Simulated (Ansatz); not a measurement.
# KI (Fm-3m) in Ansatz: a series of runs

One crystal, KI, is run at these levels: PBE; tasks: relaxation of the atoms.

Everything below comes from runs of Ansatz 0.2.0. Logs are shortened: lines on timing, memory, paths and dates and some standing lists are left out, and cuts for length are marked.

### Step 1. The undisturbed crystal

The structure is cubic, space group Fm-3m (No. 225). The conventional cell has a = 7.066 Å, b = 7.066 Å, c = 7.066 Å, α = 90.00°, β = 90.00°, γ = 90.00°. I (site symmetry m-3m) has 6 K at 3.53 Å as nearest neighbours. K (site symmetry m-3m) is surrounded by 6 I at 3.53 Å.

### Step 2. Relaxation of the atoms, PBE (strained by -2 %)

Contents of input.yaml:

```yaml
crystal:
  lattice:
    - [0.0, 3.532775, 3.4621195]
    - [3.532775, 0.0, 3.4621195]
    - [3.532775, 3.532775, 0.0]
  atoms:
    - { symbol: I, position: [0.5, 0.5, 0.5] }
    - { symbol: K, position: [0.0, 0.0, 0.0] }
hamiltonian:
  xc: pbe
  pseudopotentials: { kind: paw }
kpoints:
  mp_grid: { grid: [7, 7, 7] }
scf:
  occupations: { method: fermi_dirac, width: 0.05 }
output:
  forces: true
  stress: true
  eigenvalues: true
relax:
  f_tol: 0.01
  max_steps: 40
```

Potentials or basis: Ansatz PAW.

Run with:

```sh
$ ansatz run input.yaml --threads 2 --pin off --max-ram 5632MiB --backend cpu --events-out ev --progress --plain --runs-dir out
```

Log:

```text
Warning: output.stress: scf.convergence.dr2_threshold = 1e-7 eV (the SCF's general default) is looser than the 2e-10 eV advised for a printed stress (1e-10 eV for each atom of the cell: 2). What an SCF threshold leaves in a stress goes as its square root, and in the free energy as the threshold itself, and one threshold admits the most on a small cell: of the crystals measured, under no hybrid functional and no lock of the moments, on runs that ended without the residual-converged pass, on stresses that held no estimate of that error, the worst erred by over 100 MPa in a component at 1e-7 eV an atom and by under 5 at 1e-10. Every solve of this run answers to scf.convergence.dr2_threshold, and the tensor of one is reported: a single SCF on the reported geometry and on this run's grids (its basis.xc_grid and basis.ecutrho_ratio typed), with scf.convergence.dr2_threshold at 2e-10 eV or tighter, prints it and tightens no other solve. Else set scf.convergence.dr2_threshold to 2e-10 eV or tighter. The threshold is an SCF's pass mark: one that does not reach it within its budget of iterations ends unconverged, or closes short of it on a stop that the run arms, and scf.convergence.dr2_threshold's page says what that costs each kind of run
Warning: RAYON_NUM_THREADS=2 ignored (pool sized by the plan → 2); use --threads N
Engine: ansatz 0.2.0, x86_64-unknown-linux-gnu
Pseudopotentials: kind: paw
Pseudopotential: I, paw, valence charge 17, recommended cutoff 420 eV (normal), I.paw.azcp
Pseudopotential: K, paw, valence charge 9, recommended cutoff 420 eV (normal), K.paw.azcp
Functional definition: PBE
  parameter kappa = 0.804
  parameter beta = 0.06672455060314922
  exchange = pbe_x(kappa = kappa, mu = beta*pi^2/3)
  correlation = pbe_c(beta = beta)
Crystal: 2 atoms, lattice volume = 86.418 Å³
Basis set: ecut = 420 eV, 1711 PW (Γ), exchange–correlation on 72×72×72 points (8 copies of the dense FFT grid, shifted against one another)
Bands: 17, of which v1, the nominal top of the filled ones, is band 13 counted from 1 (12 counted from 0)
Symmetry: 16 space group operations
Space group: I4/mmm (ITA 139), of the structure as read, at distance tolerance 4.4e-5 Å
k-points: 40 of 343
Non-local potential: I, projectors of the file, l = 0: 2, l = 1: 2, l = 2: 2, l = 3: 2
Non-local potential: K, projectors of the file, l = 0: 3, l = 1: 2, l = 2: 2
PAW form: soft (Blöchl's): semilocal exchange-correlation on the pseudo side does not see the compensation charge
PAW one-centre angular grid: I, 590 points (default); XC on 64 Gauss nodes
PAW one-centre angular grid: K, 110 points (default); XC on 64 Gauss nodes
Initial density: superposition of atomic densities (neutral atoms: chi_scale 0, normalization atom), corrected by the library's trained network
Initial wavefunctions: pseudopotential atomic-orbital guess
Functional: x = pbe(κ = 0.804, μ = 0.2195149727645171), c = pbe(β = 0.06672455060314922)
SCF iter   1: F=—  HF=-9053.680403 eV  |F-HF|=—  |Δ(HF+E_count)|=         —  Δρ=2.43e-4  dr2=3.69e-5  ethr=1.77e-3  ⟨swp⟩=7.4  Hψ=4034  notcnv=0
preconditioner: auto → none  [insulator: Δε(μ)=4.005 eV  Ē_g=13.784 eV  σ=0.050 eV  W_gap=1.00  n_scr=14 (ndim 8)  ℏωp=14.9 eV  f_vac=0.128  D(μ)=0.00/eV (n_scr^D=0)  ε∞_Penn≈2.2]
SCF iter   2: F=—  HF=-9053.679803 eV  |F-HF|=—  |Δ(HF+E_count)|=   6.00e-4  Δρ=2.83e-4  dr2=1.26e-4  ethr=1.42e-7  ⟨swp⟩=3.5  Hψ=2101  notcnv=0
SCF iter   3: F=—  HF=-9053.679765 eV  |F-HF|=—  |Δ(HF+E_count)|=   3.79e-5  Δρ=1.45e-4  dr2=2.85e-5  ethr=1.42e-7  ⟨swp⟩=2.0  Hψ=1200  notcnv=0
SCF iter   4: F=—  HF=-9053.679767 eV  |F-HF|=—  |Δ(HF+E_count)|=   1.58e-6  Δρ=2.23e-5  dr2=5.63e-7  ethr=1.10e-7  ⟨swp⟩=2.0  Hψ=1200  notcnv=0
iter 5 did not close the SCF: its close was put off for the readings that it lacked (scf_convergence_deferred on its scf_iter line)
SCF iter   5: F=-9053.679768 eV  HF=-9053.679768 eV  |F-HF|=6.96e-8  |Δ(HF+E_count)|=   1.07e-6  Δρ=6.76e-6  dr2=6.21e-8  ethr=2.16e-9  ⟨swp⟩=2.0  Hψ=1200  notcnv=0
SCF iter   6: F=-9053.679768 eV  HF=-9053.679768 eV  |F-HF|=2.12e-8  |Δ(HF+E_count)|=   2.44e-8  Δρ=3.24e-6  dr2=1.73e-8  ethr=2.39e-10  ⟨swp⟩=4.0  Hψ=3085  notcnv=0
SCF 1 converged in 6 iterations: F = -9053.679768 eV  dr2 = 1.73e-8
relax step   1: F+E_penalty+E_count = -9053.67976776 eV  Δ(F+E_penalty+E_count) = +0.000e0 eV  max|allowed force component| = 1.041e-28 eV/Å  Δτ_max = 0.0000 Å  (6 SCF iters, accepted)
SCF converged after 6 iterations
Free energy (F): -9053.679768 eV
Harris-Foulkes:  -9053.679768 eV  (|F-HF|=2.12e-8)
Internal energy: -9053.679768 eV  (E = F + TS)
E sigma→0 (E₀):  -9053.679768 eV
Fermi energy:    4.493905 eV
--- Per-component energies (eV) ---
  E_band       = -517.427791
  E_kinetic    = 443.320063
  E_local      = -2807.362698  (includes V_loc(G=0)·N_el)
  E_nonlocal   = -77.358907
  E_hartree    = 1332.527924
  E_xc         = -263.573961
  E_vxc        = -293.925812  (∫ρ·V_xc dr)
  E_paw        = -5599.070923  (= ΣΔE_a)
  E_vpaw       = -447.148365  (= ΣTr[D̂ρ^β])
  E_aug_tail   = -0.000016  (compensation charges beyond the density's cutoff)
  E_ewald      = -2082.161250
  E_smearing   = -0.000000  (= −TS)
  E_closure    = -0.000000  (closes the sum)
  Σ components = -9053.679768   (vs F -9053.679768, Δ=0.00e0)
--- Forces (eV/Å), atoms counted from 1 ---
  atom   1  I      0.00000000    -0.00000000    -0.00000000
  atom   2  K     -0.00000000     0.00000000     0.00000000
  max |Σ_I F_I| component: 1.96e-28 eV/Å
--- Stress (GPa, compression-positive) ---
        0.678309       0.000000       0.000000
        0.000000       0.678309       0.000000
        0.000000       0.000000       1.295854
  P = ⅓ Tr σ = 0.8842 GPa (8.842 kbar)
--- Band table (eV; the first three rows and the last of 40) ---
  k-point 0: bands = ["-40.3227", "-40.3226", "-40.3198", "-40.3195", "-40.3195", "-26.0313", "-9.5234", "-9.5218", "-9.5218", "-8.1058", "2.4256", "2.4256", "2.4318", "6.4414", "8.8860", "8.8860", "9.0090"]
  k-point 1: bands = ["-40.3227", "-40.3226", "-40.3198", "-40.3195", "-40.3195", "-26.0309", "-9.5582", "-9.5230", "-9.5225", "-8.0445", "2.0924", "2.3527", "2.3577", "6.9320", "8.8455", "9.1104", "9.1910"]
  k-point 2: bands = ["-40.3226", "-40.3226", "-40.3198", "-40.3195", "-40.3195", "-26.0299", "-9.6302", "-9.5241", "-9.5235", "-7.9136", "1.5005", "2.1995", "2.2062", "7.6826", "9.2027", "9.6731", "9.7491"]
  k-point 39: bands = ["-40.3227", "-40.3226", "-40.3198", "-40.3194", "-40.3194", "-26.0281", "-9.5711", "-9.5605", "-9.5409", "-7.9277", "1.4650", "1.8739", "2.0221", "7.5875", "8.5566", "10.7290", "10.7373"]
--- Relaxed structure (1 steps of the walk, 1 accepted, 0 SCFs on fresh bases) ---
  F+E_penalty+E_count = -9053.67976776 eV   max|allowed force component| = 1.041e-28 eV/Å
  atoms:
    - { symbol: I, position: [0.49999999999999994, 0.49999999999999994, 0.49999999999999994] }
    - { symbol: K, position: [0.0, 0.0, 0.0] }
```

It took 1.5 s on 2 threads of Intel Xeon Platinum 8488C (Sapphire Rapids), shared host; peak memory 0.46 GiB.

What came out:

* Free energy: -9053.6798 eV
* Pressure after relaxing: 0.9 GPa
* Band gap on the k mesh: 4.01 eV, direct

Stress tensor (GPa, compression positive):
```
0.68 0.00 0.00
0.00 0.68 0.00
0.00 0.00 1.30
```

Final structure:
```
I K
1.0
     0.00000    3.53277    3.46212
     3.53277    0.00000    3.46212
     3.53277    3.53277    0.00000
I K
1 1
Direct
  0.50000 0.50000 0.50000
  0.00000 0.00000 0.00000
```

Caveat: the relaxation stopped at its first step, so nothing moved; odd divisions of the mesh miss points on the zone boundary, where band edges often lie, so the gap on the mesh can be too wide; spin-orbit coupling is left out, which moves the levels of the heavy elements; the thresholds are loose for stress. A k mesh can miss the band edges.

### Step 3. Relaxation of the atoms, PBE (strained by -1 %)

Edit input.yaml of step 2 so:

```diff
@@ -2,4 +2,4 @@
   lattice:
-    - [0.0, 3.532775, 3.4621195]
-    - [3.532775, 0.0, 3.4621195]
+    - [0.0, 3.532775, 3.49744725]
+    - [3.532775, 0.0, 3.49744725]
     - [3.532775, 3.532775, 0.0]
```

Potentials or basis: Ansatz PAW.

Run with:

```sh
$ ansatz run input.yaml --threads 2 --pin off --max-ram 5632MiB --backend cpu --events-out ev --progress --plain --runs-dir out
```

It took 1.6 s on 2 threads of Intel Xeon Platinum 8488C (Sapphire Rapids), shared host; peak memory 0.44 GiB.

The run converged. Its results:

* Free energy: -9053.6858 eV
* Pressure after relaxing: 0.7 GPa
* Band gap on the k mesh: 3.99 eV, direct

Stress tensor (GPa, compression positive):
```
0.63 0.00 0.00
0.00 0.63 0.00
0.00 0.00 0.92
```

Final structure:
```
I K
1.0
     0.00000    3.53277    3.49745
     3.53277    0.00000    3.49745
     3.53277    3.53277    0.00000
I K
1 1
Direct
  0.50000 0.50000 0.50000
  0.00000 0.00000 0.00000
```

Levels at points of the mesh, in eV from the valence-band top:
| k point | band 11 | band 12 | band 13 | band 14 | band 15 | band 16 |
| --- | --- | --- | --- | --- | --- | --- |
| (0.00, 0.00, 0.00) | 0.00 | 0.00 | 0.00 | 3.99 | 6.48 | 6.48 |

Caveat: the relaxation stopped at its first step, so nothing moved; odd divisions of the mesh miss points on the zone boundary, where band edges often lie, so the gap on the mesh can be too wide; spin-orbit coupling is left out, which moves the levels of the heavy elements; the thresholds are loose for stress. A k mesh can miss the band edges.
